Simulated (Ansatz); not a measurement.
Gd, 1 atom in the cell. Symmetry: Im-3m, No. 229, cubic system. The conventional cell has a = 4.050 Å, b = 4.050 Å, c = 4.050 Å, α = 90.00°, β = 90.00°, γ = 90.00°. Around Gd (site symmetry m-3m) lie 8 Gd at 3.51 Å. This isn't the form of Gd at room conditions, which is hcp.

* Program: Ansatz 0.2.0
* Task: relaxation of cell and atoms
* Functional: PBE
* Potentials or basis: Ansatz PAW
* Cutoff: 420 eV (not typed: the program's choice for these potentials)
* k mesh: 7 × 7 × 7
* Occupations: fermi-dirac, width 0.05 eV
* Spin: collinear spin, ferromagnetic start
* Starting moments: [7.0] μB
* Target pressure: 30 GPa
* Target pressure (GPa): 30

Potentials or basis: Ansatz PAW.

Launch:

```sh
$ ansatz run input.yaml --threads 2 --pin off --max-ram 5632MiB --backend cpu --events-out ev --progress --plain --runs-dir out
```

Hardware: 2 threads of Arm Neoverse V1, on a shared host.

Problem. Estimate the wall time of this run.

Solution. It took 7.9 s on 2 threads of Arm Neoverse V1 (shared host), peak memory 0.29 GiB. Counts: scf iterations 60, plane waves 429, k points 20, bands 17, ion steps 7.
